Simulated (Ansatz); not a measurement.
# Tl (001): surface energy and levels, part 2 of 2

Aim: for Tl, cut the (001) surface, relax it and get its surface energy and levels.

Ansatz 0.2.0; DFT PBE, scalar-relativistic, plane waves, PAW. The steps go on from the part before.

**7. All atoms of the slab relaxed**

File input.yaml:

```yaml
crystal:
  lattice:
    - [3.612429659, 0.0, 0.0]
    - [-1.8062148295, 3.1284558541, 0.0]
    - [0.0, 0.0, 26.1305357194]
  atoms:
    - { symbol: Tl, position: [0.3333333333, 0.6666666667, 0.2870205219] }
    - { symbol: Tl, position: [0.6666666667, 0.3333333333, 0.393510261] }
    - { symbol: Tl, position: [0.3333333333, 0.6666666667, 0.5] }
    - { symbol: Tl, position: [0.6666666667, 0.3333333333, 0.606489739] }
    - { symbol: Tl, position: [0.3333333333, 0.6666666667, 0.7129794781] }
basis:
  ecutwfc: 420
kpoints:
  mp_grid: { grid: [12, 12, 1] }
hamiltonian:
  xc: pbe
scf:
  occupations: { method: gaussian, width: 0.1 }
output:
  forces: true
  eigenvalues: true
  write_density: true
  write_potential: true
  elf: true
  volumetric_format: npy
relax:
  adjacent_minimum: "off"
  f_tol: 0.02
  max_steps: 60
efield:
  axis: 3
  dipole_correction: true
  ramp_width: 0.04
```

Command:

```bash
ansatz run input.yaml --threads 2 --pin off --max-ram 5632MiB --backend cpu --events-out ev --progress --plain --runs-dir out
```

Standard output:

```text
Warning: RAYON_NUM_THREADS=2 ignored (pool sized by the plan → 2); use --threads N
Engine: ansatz 0.2.0, aarch64-unknown-linux-gnu
Pseudopotentials: kind: paw
Pseudopotential: Tl, paw, valence charge 13, recommended cutoff 420 eV (normal), Tl.paw.azcp
Functional definition: PBE
  parameter kappa = 0.804
  parameter beta = 0.06672455060314922
  exchange = pbe_x(kappa = kappa, mu = beta*pi^2/3)
  correlation = pbe_c(beta = beta)
Crystal: 5 atoms, lattice volume = 295.310 Å³
Basis set: ecut = 420 eV, 5703 PW (Γ), exchange–correlation on 50×50×360 points (8 copies of the dense FFT grid, shifted against one another)
Bands: 39, of which v1, the nominal top of the filled ones, is band 33 counted from 1 (32 counted from 0)
Symmetry: 6 space group operations
k-points: 19 of 144 (time reversal used)
Non-local potential: Tl, projectors of the file, l = 0: 2, l = 1: 2, l = 2: 2, l = 3: 1
PAW form: soft (Blöchl's): semilocal exchange-correlation on the pseudo side does not see the compensation charge
PAW one-centre angular grid: Tl, 590 points (default); XC on 64 Gauss nodes
Initial density: superposition of atomic densities (neutral atoms: chi_scale 0, normalization atom), corrected by the library's trained network
Initial wavefunctions: pseudopotential atomic-orbital guess
Functional: x = pbe(κ = 0.804, μ = 0.2195149727645171), c = pbe(β = 0.06672455060314922)
SCF iter   1: F=—  HF=-57220.364942 eV  |F-HF|=—  |Δ(HF+E_count)|=         —  Δρ=1.07e-3  dr2=1.19e-2  ethr=1.77e-3  p=0.000 e·Å  D=6.62e-14 V/Å  ΔV_dip=-0.00 eV  dr2_dipole=6.66e-9  V_vac-E_F(+/−)=3.46/3.46 eV  ⟨swp⟩=6.1  Hψ=3031  notcnv=0
efield: sawtooth ramp at fractional position 0.9800 (placed from the atoms, in the widest stretch of the axis that holds none; the zero of the levels goes with the place), width 0.0400; the density the first Hamiltonian is built on has a dipole p = 0.000 e·Å; the dipole correction subtracts the counter field D = 6.62e-14 V/Å, which shifts the + side's vacuum level by -0.00 eV against the − side's; the planar-averaged density in the ramp window peaks in size at 1.6e-5 e/Å³
preconditioner: auto → LDOS  [metal: Δε(μ)=0.069 eV  Ē_g=12.049 eV  σ=0.100 eV  W_gap=0.35  n_scr=46 (ndim 8)  ℏωp=17.4 eV  f_vac=0.431  D(μ)=2.56/eV (n_scr^D=10)  β→1.0]
SCF iter   2: F=—  HF=-57220.362626 eV  |F-HF|=—  |Δ(HF+E_count)|=   2.32e-3  Δρ=6.45e-4  dr2=2.92e-3  ethr=1.83e-5  p=-0.000 e·Å  D=-5.75e-8 V/Å  ΔV_dip=0.00 eV  dr2_dipole=4.20e-9  V_vac-E_F(+/−)=3.51/3.51 eV  ⟨swp⟩=2.1  Hψ=1551  notcnv=0  defer=13
SCF iter   3: F=—  HF=-57220.362302 eV  |F-HF|=—  |Δ(HF+E_count)|=   3.24e-4  Δρ=3.21e-4  dr2=1.00e-3  ethr=4.49e-6  p=-0.000 e·Å  D=-5.51e-7 V/Å  ΔV_dip=0.00 eV  dr2_dipole=2.46e-9  V_vac-E_F(+/−)=3.51/3.51 eV  ⟨swp⟩=2.0  Hψ=1347  notcnv=0  defer=13
SCF iter   4: F=—  HF=-57220.362180 eV  |F-HF|=—  |Δ(HF+E_count)|=   1.22e-4  Δρ=1.32e-4  dr2=1.38e-4  ethr=1.54e-6  p=-0.000 e·Å  D=-1.39e-7 V/Å  ΔV_dip=0.00 eV  dr2_dipole=1.37e-11  V_vac-E_F(+/−)=3.51/3.51 eV  ⟨swp⟩=2.4  Hψ=1207  notcnv=0  defer=13
iter 5 did not close the SCF: its close was put off for the readings that it lacked (scf_convergence_deferred on its scf_iter line)
SCF iter   5: F=-57220.362155 eV  HF=-57220.362159 eV  |F-HF|=4.09e-6  |Δ(HF+E_count)|=   2.12e-5  Δρ=2.80e-5  dr2=5.77e-6  ethr=2.13e-7  p=-0.000 e·Å  D=-4.30e-8 V/Å  ΔV_dip=0.00 eV  dr2_dipole=7.79e-12  V_vac-E_F(+/−)=3.51/3.51 eV  ⟨swp⟩=2.5  Hψ=1275  notcnv=0  defer=13
SCF iter   6: F=-57220.362159 eV  HF=-57220.362159 eV  |F-HF|=5.97e-8  |Δ(HF+E_count)|=   4.64e-7  Δρ=4.08e-6  dr2=1.42e-7  ethr=8.88e-9  p=-0.000 e·Å  D=-2.61e-8 V/Å  ΔV_dip=0.00 eV  dr2_dipole=6.25e-11  V_vac-E_F(+/−)=3.51/3.51 eV  ⟨swp⟩=12.6  Hψ=6533  notcnv=0
SCF 1 converged in 6 iterations: F = -57220.362159 eV  dr2 = 1.42e-7
relax step   1: F+E_penalty+E_count = -57220.36215866 eV  Δ(F+E_penalty+E_count) = +0.000e0 eV  max|allowed force component| = 6.906e-2 eV/Å  Δτ_max = 0.0000 Å  (6 SCF iters, dr2 threshold 1.00e-5 eV, accepted)
Initial density: handed on by an earlier stage of this run
Initial wavefunctions: those handed on with the density
iter 1 solved again at ethr=9.69e-6 eV; its pass at ethr=3.10e-3 eV (dr2=6.30e-3 eV) is discarded
SCF iter   1: F=—  HF=-57220.367556 eV  |F-HF|=—  |Δ(HF+E_count)|=         —  Δρ=7.99e-4  dr2=6.71e-3  ethr=9.69e-6  p=-0.000 e·Å  D=-2.61e-8 V/Å  ΔV_dip=0.00 eV  dr2_dipole=3.65e-11  V_vac-E_F(+/−)=3.50/3.50 eV  ⟨swp⟩=2.0  Hψ=2406  notcnv=0  defer=24
efield: sawtooth ramp at fractional position 0.9800 (handed on by an earlier solve), width 0.0400; the density the first Hamiltonian is built on has a dipole p = -0.000 e·Å; the dipole correction subtracts the counter field D = -2.61e-8 V/Å, which shifts the + side's vacuum level by +0.00 eV against the − side's; the planar-averaged density in the ramp window peaks in size at 1.4e-6 e/Å³
preconditioner: auto → LDOS  [insulator: Δε(μ)=0.143 eV  Ē_g=12.053 eV  σ=0.100 eV  W_gap=0.58  n_scr=46 (ndim 8)  ℏωp=17.4 eV  f_vac=0.436  D(μ)=2.24/eV (n_scr^D=8)  ε∞_Penn≈3.1  β→1.0]
SCF iter   2: F=—  HF=-57220.367108 eV  |F-HF|=—  |Δ(HF+E_count)|=   4.48e-4  Δρ=2.33e-4  dr2=5.67e-4  ethr=9.69e-6  p=-0.000 e·Å  D=-6.75e-8 V/Å  ΔV_dip=0.00 eV  dr2_dipole=7.70e-14  V_vac-E_F(+/−)=3.48/3.48 eV  ⟨swp⟩=1.5  Hψ=733  notcnv=0  defer=24
SCF iter   3: F=—  HF=-57220.367044 eV  |F-HF|=—  |Δ(HF+E_count)|=   6.47e-5  Δρ=8.06e-5  dr2=9.36e-5  ethr=8.72e-7  p=-0.000 e·Å  D=-2.96e-8 V/Å  ΔV_dip=0.00 eV  dr2_dipole=1.33e-12  V_vac-E_F(+/−)=3.49/3.49 eV  ⟨swp⟩=2.7  Hψ=1305  notcnv=0  defer=24
SCF iter   4: F=—  HF=-57220.367072 eV  |F-HF|=—  |Δ(HF+E_count)|=   2.87e-5  Δρ=2.21e-5  dr2=1.11e-5  ethr=1.44e-7  p=-0.000 e·Å  D=-6.58e-9 V/Å  ΔV_dip=0.00 eV  dr2_dipole=3.81e-12  V_vac-E_F(+/−)=3.48/3.48 eV  ⟨swp⟩=2.5  Hψ=1339  notcnv=0  defer=24
SCF iter   5: F=—  HF=-57220.367072 eV  |F-HF|=—  |Δ(HF+E_count)|=   4.33e-8  Δρ=1.17e-5  dr2=1.79e-6  ethr=1.70e-8  p=-0.000 e·Å  D=-2.09e-8 V/Å  ΔV_dip=0.00 eV  dr2_dipole=3.48e-13  V_vac-E_F(+/−)=3.48/3.48 eV  ⟨swp⟩=2.7  Hψ=1180  notcnv=0  defer=24
SCF iter   6: F=-57220.367072 eV  HF=-57220.367072 eV  |F-HF|=4.23e-8  |Δ(HF+E_count)|=   1.81e-7  Δρ=2.82e-6  dr2=7.47e-8  ethr=1.54e-10  p=-0.000 e·Å  D=-5.92e-9 V/Å  ΔV_dip=0.00 eV  dr2_dipole=3.85e-13  V_vac-E_F(+/−)=3.48/3.48 eV  ⟨swp⟩=11.9  Hψ=6295  notcnv=0
SCF 2 converged in 6 iterations: F = -57220.367072 eV  dr2 = 7.47e-8
relax step   2: F+E_penalty+E_count = -57220.36707207 eV  Δ(F+E_penalty+E_count) = -4.913e-3 eV  max|allowed force component| = 1.681e-2 eV/Å  Δτ_max = 0.0501 Å  (6 SCF iters, accepted)
SCF iter   1: F=—  HF=-57220.367513 eV  |F-HF|=—  |Δ(HF+E_count)|=         —  Δρ=3.37e-4  dr2=9.88e-4  ethr=1.98e-5  p=-0.000 e·Å  D=-5.92e-9 V/Å  ΔV_dip=0.00 eV  dr2_dipole=3.32e-11  V_vac-E_F(+/−)=3.48/3.48 eV  ⟨swp⟩=3.5  Hψ=1917  notcnv=0  defer=26
efield: sawtooth ramp at fractional position 0.9800 (handed on by an earlier solve), width 0.0400; the density the first Hamiltonian is built on has a dipole p = -0.000 e·Å; the dipole correction subtracts the counter field D = -5.92e-9 V/Å, which shifts the + side's vacuum level by +0.00 eV against the − side's; the planar-averaged density in the ramp window peaks in size at 1.1e-6 e/Å³
preconditioner: auto → LDOS  [insulator: Δε(μ)=0.141 eV  Ē_g=12.054 eV  σ=0.100 eV  W_gap=0.57  n_scr=46 (ndim 8)  ℏωp=17.4 eV  f_vac=0.437  D(μ)=2.26/eV (n_scr^D=8)  ε∞_Penn≈3.1  β→1.0]
SCF iter   2: F=—  HF=-57220.367445 eV  |F-HF|=—  |Δ(HF+E_count)|=   6.74e-5  Δρ=1.04e-4  dr2=5.59e-5  ethr=1.52e-6  p=0.000 e·Å  D=1.01e-7 V/Å  ΔV_dip=-0.00 eV  dr2_dipole=7.18e-11  V_vac-E_F(+/−)=3.47/3.47 eV  ⟨swp⟩=1.4  Hψ=1046  notcnv=0  defer=25
SCF iter   3: F=—  HF=-57220.367475 eV  |F-HF|=—  |Δ(HF+E_count)|=   3.00e-5  Δρ=5.04e-5  dr2=1.88e-5  ethr=8.60e-8  p=0.000 e·Å  D=1.88e-8 V/Å  ΔV_dip=-0.00 eV  dr2_dipole=1.80e-12  V_vac-E_F(+/−)=3.47/3.47 eV  ⟨swp⟩=2.0  Hψ=1334  notcnv=0  defer=25
SCF iter   4: F=—  HF=-57220.367472 eV  |F-HF|=—  |Δ(HF+E_count)|=   3.03e-6  Δρ=1.09e-5  dr2=3.41e-6  ethr=2.89e-8  p=0.000 e·Å  D=3.47e-9 V/Å  ΔV_dip=-0.00 eV  dr2_dipole=2.90e-12  V_vac-E_F(+/−)=3.47/3.47 eV  ⟨swp⟩=2.6  Hψ=1281  notcnv=0  defer=25
SCF iter   5: F=—  HF=-57220.367472 eV  |F-HF|=—  |Δ(HF+E_count)|=   8.19e-8  Δρ=3.98e-6  dr2=1.63e-7  ethr=5.25e-9  p=-0.000 e·Å  D=-2.42e-9 V/Å  ΔV_dip=0.00 eV  dr2_dipole=2.35e-13  V_vac-E_F(+/−)=3.47/3.47 eV  ⟨swp⟩=1.5  Hψ=735  notcnv=0  defer=25
SCF iter   6: F=-57220.367472 eV  HF=-57220.367472 eV  |F-HF|=7.54e-9  |Δ(HF+E_count)|=   1.22e-8  Δρ=1.21e-6  dr2=1.19e-8  ethr=1.54e-10  p=-0.000 e·Å  D=-3.86e-9 V/Å  ΔV_dip=0.00 eV  dr2_dipole=4.15e-13  V_vac-E_F(+/−)=3.47/3.47 eV  ⟨swp⟩=13.3  Hψ=5727  notcnv=0
SCF 3 converged in 6 iterations: F = -57220.367472 eV  dr2 = 1.19e-8
relax step   3: F+E_penalty+E_count = -57220.36747204 eV  Δ(F+E_penalty+E_count) = -4.000e-4 eV  max|allowed force component| = 3.050e-3 eV/Å  Δτ_max = 0.0236 Å  (6 SCF iters, accepted)
WARN: The output density's exchange-correlation potential varies sharply where the density is thin. Do not read a vacuum level from v_tot or v_xc, or from such a field of the output density. On a cell that repeats whose density bears no net charge and no dipole along the vacuum's axis use v_es (v_loc + v_h of the components); under efield.dipole_correction with no amplitude use v_es + v_field, which holds any external_charges[].barrier, or the levels of the report's work_function block, which leave it out; under a non-zero efield.amplitude the vacuum is tilted and has no level; on a cell that repeats and bears such a dipole with no correction it is tilted too, and efield.dipole_correction with no amplitude gives each side of its ramp a level where efield: is served; in a cell that repeats whose density bears a net charge (total_charge, or a fill off its count) it is curved and has none; of a slab under crystal.periodic whose density bears no net charge use v_es, which has a level on each side, short of where the two are joined; of another it falls or rises all the way out and has none; of a slab beside external_charges read slab_vacuum_level instead, which it has where they leave it neutral. The grid or the basis barely resolves most such structure, and the values can differ between equally converged runs; as a rule a tighter scf.convergence.dr2_threshold does not remove it. Where the density itself ripples (under the LDA too) a higher basis.ecutwfc lessens it. The files hold the spikes' plane waves up to the density's cutoff. Files: v_tot_of_output_density and the like, and their columns of v_z.tsv (output.write_potential); v_xc_of_output_density and the like, and their columns of v_comp_z.tsv (output.write_potential_components). Measured: with its Gaussian average of σ = 0.25 Å subtracted twice, the exchange-correlation potential is over 0.1 eV at 1618 of the grid points where the equally averaged density (valence and model cores) is under 1e-3 e/Å³, and 1.29 eV at the most among them, at an averaged density of 1.7e-7 e/Å³. The input density's (outcome.potential() and, of a run that writes arrays, v_tot and v_xc) is over 0.1 eV, so measured, at 298 points of its own thin density, 0.292 eV at the most. See output.write_potential in the manual, Limitations
SCF converged after 6 iterations
Free energy (F): -57220.367472 eV
Harris-Foulkes:  -57220.367472 eV  (|F-HF|=7.54e-9)
Internal energy: -57220.356131 eV  (E = F + TS)
E sigma→0 (E₀):  -57220.361801 eV
Entropy (-TS):   -0.011341 eV (-2.268 meV/atom)
Fermi energy:    3.282853 eV
Dipole field:    D = 0.000001 V/Å  (p = 0.000001 e·Å, saw-weighted, corrected)
Work function:   Φ+ = 3.4729 eV   Φ− = 3.4729 eV
Levels:          The Fermi level and band energies are counted from a zero that moves with the ramp; work functions are not
--- Per-component energies (eV) ---
  E_band       = -420.829861
  E_kinetic    = 1664.303654
  E_local      = -39052.290378  (includes V_loc(G=0)·N_el)
  E_nonlocal   = 1585.652201
  E_hartree    = 18725.780130
  E_xc         = -1151.747873
  E_vxc        = -707.880647  (∫ρ·V_xc dr)
  E_paw        = -50819.759695  (= ΣΔE_a)
  E_vpaw       = -1362.165416  (= ΣTr[D̂ρ^β])
  E_aug_tail   = 0.000168  (compensation charges beyond the density's cutoff)
  E_efield     = 0.000000  (sawtooth field / dipole correction)
  E_vefield    = 0.000000  (∫n·V_field dr)
  E_ewald      = 11827.705662
  E_smearing   = -0.011341  (= −TS)
  E_closure    = 0.000000  (closes the sum)
  Σ components = -57220.367472   (vs F -57220.367472, Δ=0.00e0)
--- Forces (eV/Å), atoms counted from 1 ---
  atom   1  Tl     0.00000000     0.00000000     0.00012497
  atom   2  Tl     0.00000000     0.00000000    -0.00305001
  atom   3  Tl     0.00000000     0.00000000     0.00000017
  atom   4  Tl     0.00000000     0.00000000     0.00304981
  atom   5  Tl     0.00000000     0.00000000    -0.00012490
  max |Σ_I F_I| component: 3.82e-8 eV/Å
--- Band table (eV; the first three rows and the last of 19) ---
  k-point 0: bands = ["-8.4311", "-8.4240", "-8.3220", "-8.3028", "-8.3028", "-8.3018", "-8.3018", "-8.2482", "-8.2482", "-8.2477", "-8.2477", "-8.2447", "-8.1824", "-8.1824", "-8.1685", "-8.1685", "-8.1650", "-8.1031", "-8.1031", "-8.0058", "-8.0058", "-7.9100", "-7.9100", "-7.8259", "-7.8259", "-6.0994", "-5.5628", "-4.7129", "-3.5544", "-2.1451", "1.4452", "3.0575", "5.0024", "6.2230", "7.0528", "7.3127", "9.0795", "9.3416", "10.2804"]
  k-point 1: bands = ["-8.4181", "-8.4119", "-8.3178", "-8.3077", "-8.3077", "-8.2852", "-8.2842", "-8.2657", "-8.2527", "-8.2351", "-8.2334", "-8.2235", "-8.1827", "-8.1779", "-8.1724", "-8.1714", "-8.1641", "-8.0973", "-8.0923", "-8.0156", "-8.0053", "-7.9261", "-7.9090", "-7.8458", "-7.8221", "-5.9808", "-5.4440", "-4.5973", "-3.4478", "-2.0570", "1.5834", "3.1613", "5.0812", "6.3184", "7.1411", "7.3905", "8.9909", "9.0829", "9.3235"]
  k-point 2: bands = ["-8.4043", "-8.4005", "-8.3343", "-8.3122", "-8.3095", "-8.2890", "-8.2490", "-8.2481", "-8.2453", "-8.2137", "-8.2121", "-8.2029", "-8.1998", "-8.1941", "-8.1642", "-8.1593", "-8.1146", "-8.0683", "-8.0624", "-8.0260", "-7.9986", "-7.9547", "-7.9053", "-7.8924", "-7.8131", "-5.6230", "-5.0883", "-4.2528", "-3.1308", "-1.7960", "1.9863", "3.4467", "5.2409", "6.5338", "6.9395", "7.1776", "7.4043", "7.7194", "8.2490"]
  k-point 18: bands = ["-8.4490", "-8.3791", "-8.3761", "-8.3564", "-8.3475", "-8.3085", "-8.2487", "-8.2252", "-8.2156", "-8.1871", "-8.1669", "-8.1653", "-8.1560", "-8.1151", "-8.1002", "-8.0950", "-8.0342", "-8.0238", "-7.9852", "-7.9840", "-7.9823", "-7.8625", "-7.8451", "-7.8302", "-7.8128", "-1.4580", "-1.4436", "-1.2587", "-1.1822", "-1.0840", "2.1843", "2.6290", "2.7454", "2.8211", "3.4532", "3.5770", "4.0205", "4.6089", "4.6094"]
--- Relaxed structure (3 steps of the walk, 3 accepted, 0 SCFs on fresh bases) ---
  F+E_penalty+E_count = -57220.36747204 eV   max|allowed force component| = 3.050e-3 eV/Å
  atoms:
    - { symbol: Tl, position: [0.3333333333333333, 0.6666666666666666, 0.2898399451945865] }
    - { symbol: Tl, position: [0.6666666666666666, 0.3333333333333333, 0.3961457181271087] }
    - { symbol: Tl, position: [0.3333333333333333, 0.6666666666666666, 0.4999999975981835] }
    - { symbol: Tl, position: [0.6666666666666666, 0.3333333333333333, 0.6038542822001622] }
    - { symbol: Tl, position: [0.3333333333333333, 0.6666666666666666, 0.7101600568799588] }
```

Wall time 30 s (2 threads of Arm Neoverse V1, shared host); peak memory 0.55 GiB.

Relaxation path:

| step | energy from step 1 (eV/cell) | largest force component (eV/Å) |
| --- | --- | --- |
| 1 | 0.0000 | 0.0691 |
| 2 | -0.0049 | 0.0168 |
| 3 | -0.0053 | 0.0031 |

Step 1 is the start.

Read from this run: work function 3.47 eV.

Plane-averaged electrostatic potential energy of an electron across the slab, counted from the Fermi level:

(z (Å), V (eV)): (1.74, 3.47), (2.32, 3.47), (2.61, 3.47), (3.19, 3.47), (3.48, 3.47), (4.06, 3.46), (4.65, 3.44), (4.94, 3.41), (5.52, 3.23), (5.81, 2.98), (6.39, 1.42), (6.97, -5.87), (7.26, -9.55), (7.84, -9.95), (8.13, -6.74), (8.71, 0.79), (9.00, 1.40), (9.58, -3.01), (10.16, -10.29), (10.45, -10.60), (11.03, -4.50), (11.32, -0.20), (11.90, 1.03), (12.48, -6.21), (12.77, -9.70), (13.36, -9.70), (13.65, -6.21), (14.23, 1.03), (14.81, -0.20), (15.10, -4.50), (15.68, -10.60), (15.97, -10.29), (16.55, -3.01), (17.13, 1.40), (17.42, 0.79), (18.00, -6.74), (18.29, -9.95), (18.87, -9.55), (19.16, -5.87), (19.74, 1.42), (20.32, 2.98), (20.61, 3.23), (21.19, 3.41), (21.49, 3.44), (22.07, 3.46), (22.65, 3.47), (22.94, 3.47), (23.52, 3.47), (23.81, 3.47), (24.39, 3.47)

Density in a lattice plane of the grid's cell (edges 3.61 and 26.13 Å, at 0.667 of the third edge), which holds Tl.

Values in e/Å³, 12 rows by 6 columns:
```
0.00 0.00 0.00 0.00 0.00 0.00
0.00 0.00 0.00 0.00 0.00 0.00
0.08 0.31 0.59 0.32 0.08 0.04
0.09 0.23 0.40 0.24 0.09 0.07
0.21 0.09 0.07 0.09 0.22 0.35
0.30 2.90 8.23 2.96 0.33 0.09
0.21 0.09 0.07 0.09 0.22 0.35
0.09 0.23 0.40 0.24 0.09 0.07
0.08 0.31 0.59 0.32 0.08 0.04
0.00 0.00 0.00 0.00 0.00 0.00
0.00 0.00 0.00 0.00 0.00 0.00
0.00 0.00 0.00 0.00 0.00 0.00
```
Columns run along the first of these edges and rows up along the second, over one cell in 6 and 12 even steps from the bottom left corner. Atoms in the plane (fractional): Tl at (0.33, 0.29), Tl at (0.33, 0.50), Tl at (0.33, 0.71).

ELF in the same plane.

Values, 12 rows by 6 columns:
```
0.00 0.00 0.00 0.00 0.00 0.00
0.01 0.01 0.01 0.01 0.01 0.00
0.31 0.39 0.42 0.39 0.31 0.12
0.16 0.27 0.32 0.27 0.16 0.15
0.29 0.18 0.15 0.18 0.29 0.34
0.32 0.24 0.01 0.24 0.33 0.14
0.29 0.18 0.15 0.18 0.29 0.34
0.16 0.27 0.32 0.27 0.16 0.15
0.31 0.39 0.42 0.39 0.31 0.12
0.01 0.01 0.01 0.01 0.01 0.00
0.00 0.00 0.00 0.00 0.00 0.00
0.00 0.00 0.00 0.00 0.00 0.00
```
Columns run along the first of these edges and rows up along the second, over one cell in 6 and 12 even steps from the bottom left corner. Atoms in the plane (fractional): Tl at (0.33, 0.29), Tl at (0.33, 0.50), Tl at (0.33, 0.71).

Both are smooth fields of the valence electrons: close to the nuclei they are not physical.

**8. Surface energy and levels of (001)**

γ = (E_slab − N E_bulk) / (2A); here N = 5 and A = 11.30 Å².

|  | as cut | relaxed |
| --- | --- | --- |
| surface energy, mean of both faces | 0.30 J/m² | 0.30 J/m² |
| work function | 3.51 eV | 3.47 eV |
| dipole along +c (e·Å/cell) | 0.000 | 0.000 |

Spacings of the planes, from the bottom up:

```csv
plane,atoms,"spacing to the next, as cut (Å)",relaxed (Å),change (%),rumpling (Å)
1,Tl,2.783,2.778,-0.2,0.000
2,Tl,2.783,2.714,-2.5,0.000
3,Tl,2.783,2.714,-2.5,0.000
4,Tl,2.783,2.778,-0.2,0.000
5,Tl,,,,0.000
```

**9. Outcome**

This closing draws on all 2 parts.

| quantity | value |
| --- | --- |
| surface energy, (001), cut with Tl on top | 0.30 J/m² |
| work function, (001), cut with Tl on top | 3.47 eV |

In words: On (001) the top spacing stays within 0.3 %, and relaxation gains 0.004 J/m² a face. Another spacing, gap 2 from the bottom, changes more, by -2.5 %. The runs treat Tl without spin-orbit coupling.
